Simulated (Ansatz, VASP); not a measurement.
## Pd: VASP beside Ansatz

```
CELL_PARAMETERS angstrom
-1.57228 1.57228 1.57228
1.57228 -1.57228 1.57228
1.57228 1.57228 -1.57228
ATOMIC_POSITIONS crystal
Pd 0.00000 0.00000 0.00000
```

This isn't the form of Pd at room conditions, which is fcc.

Alike in both runs: task single point; functional PBE; k mesh 12 × 12 × 12; occupations gaussian, width 0.019 eV; no spin polarisation.

|  | VASP | Ansatz |
| --- | --- | --- |
| version | VASP 6.6.1 | Ansatz 0.2.0 |
| potentials or method | VASP PAW PBE potentials, release 64 (Pd) | Ansatz PAW |
| plane-wave cutoff (eV) | 520 | 420 |
| valence electrons in the cell | 10 | 18 |

|  | VASP | Ansatz | Ansatz less VASP |
| --- | --- | --- | --- |
| gap on the k mesh at the Fermi level (eV) | none | none | - |
| pressure (GPa) | -1.6 | -1.2 | +0.39 |

A gap of «none» marks a metal or a gap that the smearing closes. The two sets of potentials don't hold the same shells in valence.
